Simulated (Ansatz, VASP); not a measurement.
# NaCl in VASP and in Ansatz

```
Na Cl
1.0
     4.57956    0.00000    0.00000
     0.00000    5.57722    0.00000
    -2.09341    0.00000    4.14229
Na Cl
2 2
Direct
  0.33030 0.75000 0.17273
  0.66970 0.25000 0.82727
  0.67134 0.75000 0.82411
  0.32866 0.25000 0.17589
```

Change from the starting cell: the structure that the rattled cell fell into.

Alike in both runs: functional PBE; dispersion D3(BJ); k mesh 6 × 4 × 6; occupations gaussian, width 0.02 eV; no spin polarisation.

Ansatz relaxed the structure, and its values are those at the end. VASP's run is a single point on that final structure, the one shown.

|  | VASP | Ansatz |
| --- | --- | --- |
| version | VASP 6.6.1 | Ansatz 0.2.0 |
| potentials or method | VASP PAW PBE potentials, release 64 (Na_pv, Cl) | scalar-relativistic, plane waves, PAW |
| plane-wave cutoff (eV) | 520 | 420 |
| valence electrons in the cell | 28 | 32 |

|  | VASP | Ansatz | Ansatz less VASP |
| --- | --- | --- | --- |
| gap on the k mesh at the Fermi level (eV) | 4.86 | 4.86 | +0.001 |
| least direct gap on the mesh (eV) | 4.86 | 4.86 | +0.001 |
| pressure (GPa) | 0.0 | 0.0 | +0.02 |

The functional is the same, so the differences come from potentials, cutoffs and numerics. The two sets of potentials don't hold the same shells in valence.

A k mesh can miss the band edges.
